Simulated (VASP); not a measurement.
A run of VASP 6.6.1 is set up as follows.

The input INCAR:

```
SYSTEM = Si
PREC = Accurate
ENCUT = 520
EDIFF = 1E-6
ISMEAR = 0
SIGMA = 0.1
LREAL = .False.
LASPH = .True.
NELM = 60
ALGO = Fast
ISIF = 2
LWAVE = .False.
LCHARG = .False.
GGA = PE
NBANDS = 11
```

KPOINTS

```
Automatic mesh
0
Gamma
  6 6 6
  0 0 0
```

Contents of POSCAR:

```
Si
1.0
    0.0000000000     -2.7154700000     -2.7154700000
    2.7154700000      0.0000000000     -2.7154700000
    2.7154700000     -2.7154700000      0.0000000000
Si
2
Direct
    0.0000000000      0.0000000000      0.0000000000
    0.7500000000      0.7500000000      0.7500000000
```

Potentials or basis: VASP PAW PBE potentials, release 64 (Si).

Run with:

```bash
$ cat potpaw_PBE.64/Si/POTCAR > POTCAR
$ mpirun -np 1 vasp_std > vasp.out
```

(1) What does it give for the band gap on the k mesh?

(2) Predict the pressure.

## Answers

(1) 0.71 eV, indirect (least direct gap 2.56 eV).

(2) 2.0 GPa.
